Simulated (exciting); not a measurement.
Set up this calculation in exciting (release sodium), as the native input.

- Task: band structure
- Functional: BLYP
- Potentials or basis: all-electron LAPW+lo, shipped species files, valence relativity iora*
- rgkmax: 9
- k mesh: 12 × 12 × 12
- Occupations: fermi-dirac, width 0.05 eV
- Spin: no spin polarisation
- outputlevel: low
- gmaxvr (cutoff of density and potential): 14 1/bohr
- lmaxapw (and lmaxmat): 10
- lmaxvr: 8
- nempty: 12
- Valence relativity: iora*
- epsengy: 1e-05 Ha
- epspot: 1e-05 Ha
- maxscl: 60
- Muffin-tin radii: W 2.3 bohr

The system is W.

```
W
1.0
    -1.58234    1.58234    1.58234
     1.58234   -1.58234    1.58234
     1.58234    1.58234   -1.58234
W
1
Direct
  0.00000 0.00000 0.00000
```

The input as run:

input.xml

```xml
<input>
  <title>W</title>
  <structure speciespath="./" tshift="false">
    <crystal scale="1">
      <basevect>-2.990198684671 2.990198684671 2.990198684671</basevect>
      <basevect>2.990198684671 -2.990198684671 2.990198684671</basevect>
      <basevect>2.990198684671 2.990198684671 -2.990198684671</basevect>
    </crystal>
    <species speciesfile="W.xml" rmt="2.3">
      <atom coord="0.000000000000 0.000000000000 0.000000000000"/>
    </species>
  </structure>
  <groundstate do="fromscratch" ngridk="12 12 12" rgkmax="9" gmaxvr="14" lmaxapw="10" lmaxmat="10" lmaxvr="8" stype="Fermi Dirac" swidth="0.00183747" nempty="12" ValenceRelativity="iora*" epsengy="1e-05" epspot="1e-05" maxscl="60" outputlevel="low">
    <libxc exchange="XC_GGA_X_B88" correlation="XC_GGA_C_LYP"/>
  </groundstate>
  <properties>
    <bandstructure>
      <plot1d>
        <path steps="80">
          <point coord="0 0 0" label="G"/>
          <point coord="0.5 -0.5 0.5" label="H"/>
          <point coord="0 0 0.5" label="N"/>
          <point coord="0 0 0" label="G"/>
          <point coord="0.25 0.25 0.25" label="P"/>
          <point coord="0.5 -0.5 0.5" label="H" breakafter="true"/>
          <point coord="0.25 0.25 0.25" label="P"/>
          <point coord="0 0 0.5" label="N"/>
        </path>
      </plot1d>
    </bandstructure>
    <dos nwdos="300" winddos="-0.6 0.5" inttype="tetra" ngrdos="100" nsmdos="0"/>
  </properties>
</input>
```

Potentials or basis: all-electron LAPW+lo, shipped species files, valence relativity iora*.

Run with:

```sh
$ OMP_NUM_THREADS=1 exciting_smp
```

It gave:

```
Band gap on the k mesh : none (metal or under the smearing width)
```

Caveat: the log's total energy holds no entropy term; the free energy is that total less TS from the occupations; spin-orbit coupling is left out, which moves the levels of the heavy elements.

It took 40 s on 1 thread of Arm Neoverse V1 (shared host), peak memory 0.1 GiB.
